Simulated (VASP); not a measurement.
# InP (F-43m) in VASP: notebook

InP is run at these levels: PBE+D3(BJ); tasks: single point.

Program: VASP 6.6.1. These are calculated values, not measurements. Logs are shortened: lines on timing, memory, paths and dates and some standing lists are left out, and cuts for length are marked.

**Experimental background.**

From a printed reference work, data compilation, for a bulk crystal of InP at 1.6 K: band gap 1.4236 eV (direct).

The runs below are set against these values where they give the same quantity.

## (1) The cell of the first run

Symmetry: F-43m, No. 216, cubic system. The conventional cell has a = 5.861 Å, b = 5.861 Å, c = 5.861 Å, α = 90.00°, β = 90.00°, γ = 90.00°. In (site symmetry -43m) has 4 P at 2.54 Å within 3.3 Å. P (site symmetry -43m) has 4 In at 2.54 Å within 3.3 Å.

## (2) Single point, PBE+D3(BJ)

Input file INCAR:

```
SYSTEM = InP
  PREC = Accurate
  ENCUT = 520
  EDIFF = 1E-6
  ISMEAR = 0
  SIGMA = 0.01
  LREAL = .FALSE.
  LASPH = .TRUE.
  NELM = 80
  ALGO = Normal
  ISIF = 2
  LWAVE = .FALSE.
  LCHARG = .FALSE.
  GGA = PE
  IVDW = 12
  NBANDS = 16
```

Input file KPOINTS:

```
regular mesh
0
G
  6 6 6
  0 0 0
```

Input file POSCAR:

```
InP
1.0
    0.0000000000      2.9305000000      2.9305000000
    2.9305000000      0.0000000000      2.9305000000
    2.9305000000      2.9305000000      0.0000000000
In P
1 1
Direct
    0.0000000000      0.0000000000      0.0000000000
    0.2500000000      0.2500000000      0.2500000000
```

Potentials or basis: VASP PAW PBE potentials, release 64 (In_d, P).

On the command line:

```sh
cat potpaw_PBE.64/In_d/POTCAR potpaw_PBE.64/P/POTCAR > POTCAR
mpirun -np 1 vasp_std > vasp.out
```

OUTCAR:

```text
SYSTEM = InP
   PREC = Accurate
   ENCUT = 520
   EDIFF = 1E-6
   ISMEAR = 0
   LREAL = .FALSE.
   LASPH = .TRUE.
   NELM = 80
   ISIF = 2
   GGA = PE
   IVDW = 12
 IVDW          = 12

 ion  position               nearest neighbor table
   1  0.000  0.000  0.000-   2 2.54   2 2.54   2 2.54   2 2.54
   2  0.250  0.250  0.250-   1 2.54   1 2.54   1 2.54   1 2.54

  LATTYP: Found a face centered cubic cell.
 ALAT       =     5.8610000000

  Lattice vectors:

 A1 = (   0.0000000000,   2.9305000000,   2.9305000000)
 A2 = (   2.9305000000,   0.0000000000,   2.9305000000)
 A3 = (   2.9305000000,   2.9305000000,   0.0000000000)

Analysis of symmetry for initial positions (statically):
=====================================================================
 Subroutine PRICEL returns:
 Original cell was already a primitive cell.

 Routine SETGRP: Setting up the symmetry group for a
 face centered cubic supercell.

 Subroutine GETGRP returns: Found 24 space group operations
 (whereof 24 operations were pure point group operations)
 out of a pool of 48 trial point group operations.

The static configuration has the point symmetry T_d .

Analysis of symmetry for dynamics (positions and initial velocities):
=====================================================================
 Subroutine PRICEL returns:
 Original cell was already a primitive cell.

 Routine SETGRP: Setting up the symmetry group for a
 face centered cubic supercell.

 Subroutine GETGRP returns: Found 24 space group operations
 (whereof 24 operations were pure point group operations)
 out of a pool of 48 trial point group operations.

The dynamic configuration has the point symmetry T_d .

 Subroutine INISYM returns: Found 24 space group operations
 (whereof 24 operations are pure point group operations),
 and found     1 'primitive' translations

----------------------------------------------------------------------------------------

                                     Primitive cell

  volume of cell :      50.3333

  direct lattice vectors                    reciprocal lattice vectors
     0.000000000  2.930500000  2.930500000    -0.170619348  0.170619348  0.170619348
     2.930500000  0.000000000  2.930500000     0.170619348 -0.170619348  0.170619348
     2.930500000  2.930500000  0.000000000     0.170619348  0.170619348 -0.170619348

  length of vectors
     4.144352845  4.144352845  4.144352845     0.295521380  0.295521380  0.295521380

  position of ions in fractional coordinates (direct lattice)
     0.000000000  0.000000000  0.000000000
     0.250000000  0.250000000  0.250000000

  ion indices of the primitive-cell ions
   primitive index   ion index
                 1           1
                 2           2

----------------------------------------------------------------------------------------

 KPOINTS: regular mesh

Automatic generation of k-mesh.
 Grid dimensions read from file:
 generate k-points for:    6    6    6

 Generating k-lattice:

  Cartesian coordinates                     Fractional coordinates (reciprocal lattice)
    -0.028436558  0.028436558  0.028436558     0.166666667  0.000000000  0.000000000
     0.028436558 -0.028436558  0.028436558     0.000000000  0.166666667  0.000000000
     0.028436558  0.028436558 -0.028436558     0.000000000  0.000000000  0.166666667

  Length of vectors
     0.049253563  0.049253563  0.049253563

  Shift w.r.t. Gamma in fractional coordinates (k-lattice)
     0.000000000  0.000000000  0.000000000

 Subroutine IBZKPT returns following result:
 ===========================================

 Found     16 irreducible k-points:

 Following reciprocal coordinates:
            Coordinates               Weight
  0.000000  0.000000  0.000000      1.000000
  0.166667  0.000000  0.000000      8.000000
  0.333333  0.000000  0.000000      8.000000
  0.500000  0.000000  0.000000      4.000000
  0.166667  0.166667  0.000000      6.000000
  0.333333  0.166667  0.000000     24.000000
[... 8 lines left out ...]
 -0.333333  0.333333  0.166667     24.000000
 -0.333333  0.500000  0.166667     12.000000
   k-points           NKPTS =     16   k-points in BZ     NKDIM =     16   number of bands    NBANDS=     16
   number of dos      NEDOS =    301   number of ions     NIONS =      2
   total plane-waves  NPLWV =  32768
   dimension x,y,z NGX =    32 NGY =   32 NGZ =   32
   dimension x,y,z NGXF=    64 NGYF=   64 NGZF=   64
   ions per type =               1   1
   NGX,Y,Z   is equivalent  to a cutoff of  12.84, 12.84, 12.84 a.u.
   NGXF,Y,Z  is equivalent  to a cutoff of  25.67, 25.67, 25.67 a.u.
 SYSTEM =  InP
   PREC   = accura    normal or accurate (medium, high low for compatibility)
   ISTART =      0    job   : 0-new  1-cont  2-samecut
   ICHARG =      2    charge: 1-file 2-atom 10-const
   ISPIN  =      1    spin polarized calculation?
   LNONCOLLINEAR =      F non collinear calculations
   LSORBIT =      F    spin-orbit coupling
   LASPH  =      T    aspherical Exc in radial PAW
   ENCUT  =  520.0 eV  38.22 Ry    6.18 a.u.   7.71  7.71  7.71*2*pi/ulx,y,z
   NELM   =     80;   NELMIN=  2; NELMDL= -5     # of ELM steps
   EDIFF  = 0.1E-05   stopping-criterion for ELM
   LREAL  =      F    real-space projection
   EDIFFG = 0.1E-04   stopping-criterion for IOM
   NSW    =      0    number of steps for IOM
   IBRION =     -1    ionic relax: 0-MD 1-quasi-New 2-CG
   NFREE  =      0    steps in history (QN), initial steepest desc. (CG)
   ISIF   =      2    stress and relaxation
   ISYM   =      2    0-nonsym 1-usesym 2-fastsym
   POTIM  = 0.5000    time-step for ionic-motion
   TEBEG  =    0.0;   TEEND  =   0.0 temperature during run
   PSTRESS=    0.0 pullay stress
   NELECT =      18.0000    total number of electrons
   NUPDOWN=      -1.0000    fix difference up-down
   EMIN   =  10.00;   EMAX   =-10.00  energy-range for DOS
   EFERMI =   0.00;   METHOD = LEGACY
   ISMEAR =     0;   SIGMA  =   0.01  broadening in eV -4-tet -1-fermi 0-gaus
   EFERMI_NEDOS =   21; number of points for ismear=-14 and -15
   IALGO  =     38    algorithm
   IMIX   =      4    mixing-type and parameters
     AMIX     =   0.40;   BMIX     =  1.00
     AMIX_MAG =   1.60;   BMIX_MAG =  1.00
  volume/ion in A,a.u.               =      25.17       169.83
  Fermi-wavevector in a.u.,A,eV,Ry     =   1.162021  2.195901 18.371846  1.350293
  Thomas-Fermi vector in A             =   2.298587
   LORBIT       =      0    0 simple, 1 ext, 2 COOP (PROOUT), +10 PAW based schemes
   GGA     = PE    functional components
   LHFCALC =     F    Hartree Fock is set to
   AEXX    =    0.0000 exact exchange contribution
   IVDW    =    12    specifies the selected vdW correction
   LEPSILON=     F    determine dielectric tensor
   LRPA    =     F    only Hartree local field effects (RPA)
 non-spin polarized calculation
 Gauss-broadening in eV      SIGMA  =   0.01
  energy-cutoff  :      520.00
  volume of cell :       50.33
 maximum number of plane-waves:      1380
   NGX = 15   NGY = 15   NGZ = 15

 number of electron      18.0000005 magnetization

 Free energy of the ion-electron system (eV)
  ---------------------------------------------------
  ext. energy  EPLUGINS =         0.00000000
  ---------------------------------------------------
  free energy    TOTEN  =        -8.37009015 eV

  energy without entropy =       -8.37009015  energy(sigma->0) =       -8.37009015

 E-fermi :   5.3142     XC(G=0):  -9.2805

 val. band max:        5.1949517180   @ k =   0.0000   0.0000   0.0000
 cond. band min:       5.9049719997   @ k =   0.0000   0.0000   0.0000
 fundamental gap:      0.7100202816
 Fermi energy:         5.3141903860

 k-point     1 :       0.0000    0.0000    0.0000
  band No.  band energies     occupation
      1      -8.9980      2.00000
      2      -8.9980      2.00000
      3      -8.9980      2.00000
      4      -8.8462      2.00000
      5      -8.8462      2.00000
      6      -6.3231      2.00000
[... 8 lines left out ...]
     15      14.6412      0.00000
     16      14.6412      0.00000

 k-point     2 :       0.1667    0.0000    0.0000
  band No.  band energies     occupation
      1      -9.0299      2.00000
      2      -8.9856      2.00000
      3      -8.9856      2.00000
      4      -8.8458      2.00000
      5      -8.8458      2.00000
      6      -6.0098      2.00000
[... 8 lines left out ...]
     15      13.8121      0.00000
     16      14.6800      0.00000

 k-point     3 :       0.3333    0.0000    0.0000
  band No.  band energies     occupation
      1      -9.0890      2.00000
      2      -8.9658      2.00000
      3      -8.9658      2.00000
      4      -8.8393      2.00000
      5      -8.8393      2.00000
      6      -5.2011      2.00000
[... 8 lines left out ...]
     15      14.2928      0.00000
     16      14.2928      0.00000

 k-point     4 :       0.5000    0.0000    0.0000
  band No.  band energies     occupation
      1      -9.1168      2.00000
      2      -8.9592      2.00000
      3      -8.9592      2.00000
      4      -8.8326      2.00000
      5      -8.8326      2.00000
      6      -4.5980      2.00000
[... 8 lines left out ...]
     15      15.8359      0.00000
     16      15.8359      0.00000
[... 172 lines left out ...]
 k-point    14 :       0.5000    0.3333    0.1667
  band No.  band energies     occupation
      1      -9.1300      2.00000
      2      -8.9436      2.00000
      3      -8.9251      2.00000
      4      -8.8657      2.00000
      5      -8.8279      2.00000
      6      -4.5712      2.00000
[... 8 lines left out ...]
     15      16.3099      0.00000
     16      16.9327      0.00000

 k-point    15 :      -0.3333    0.3333    0.1667
  band No.  band energies     occupation
      1      -9.1397      2.00000
      2      -8.9441      2.00000
      3      -8.9143      2.00000
      4      -8.8601      2.00000
      5      -8.8328      2.00000
      6      -4.0895      2.00000
[... 8 lines left out ...]
     15      16.2977      0.00000
     16      16.7647      0.00000

 k-point    16 :      -0.3333    0.5000    0.1667
  band No.  band energies     occupation
      1      -9.1591      2.00000
      2      -8.9257      2.00000
      3      -8.9015      2.00000
      4      -8.8745      2.00000
      5      -8.8243      2.00000
      6      -3.8847      2.00000
[... 8 lines left out ...]
     15      16.4504      0.00000
     16      17.1577      0.00000

------------------------ aborting loop because EDIFF is reached ----------------------------------------

 Edisp (eV)   -0.62732

 E8    (eV) :    -0.2789

  FORCE on cell =-STRESS in cart. coord.  units (eV):
  Direction    XX          YY          ZZ          XY          YZ          ZX
  --------------------------------------------------------------------------------------
  -------------------------------------------------------------------------------------
  Total       0.33487     0.33487     0.33487     0.00000     0.00000    -0.00000
  in kB      10.65946    10.65946    10.65946     0.00000     0.00000    -0.00000
  external pressure =       10.66 kB  Pullay stress =        0.00 kB

 VOLUME and BASIS-vectors are now :
 -----------------------------------------------------------------------------
  energy-cutoff  :      520.00
  volume of cell :       50.33
      direct lattice vectors                 reciprocal lattice vectors
     0.000000000  2.930500000  2.930500000    -0.170619348  0.170619348  0.170619348
     2.930500000  0.000000000  2.930500000     0.170619348 -0.170619348  0.170619348
     2.930500000  2.930500000  0.000000000     0.170619348  0.170619348 -0.170619348

 POSITION                                       TOTAL-FORCE (eV/Angst)
 -----------------------------------------------------------------------------------
      0.00000      0.00000      0.00000        -0.000000     -0.000000     -0.000000
      1.46525      1.46525      1.46525         0.000000      0.000000      0.000000
 -----------------------------------------------------------------------------------
    total drift:                               -0.000000     -0.000000     -0.000000

  FREE ENERGIE OF THE ION-ELECTRON SYSTEM (eV)
  ---------------------------------------------------
  free  energy   TOTEN  =        -8.9974144989 eV

  energy  without entropy=       -8.9974144989  energy(sigma->0) =       -8.99741450
```

Run time: 6.6 s. Hardware: 1 thread of Intel Xeon 6975P-C, shared host; peak memory 0.18 GiB.

What came out:

* Free energy: -8.9974 eV
* Pressure: 1.1 GPa
* Band gap on the k mesh: 0.71 eV, direct
* Dispersion energy per atom: -0.314 eV

Caveat: spin-orbit coupling is left out, which moves the levels of the heavy elements.

[end of part 1 of 2]
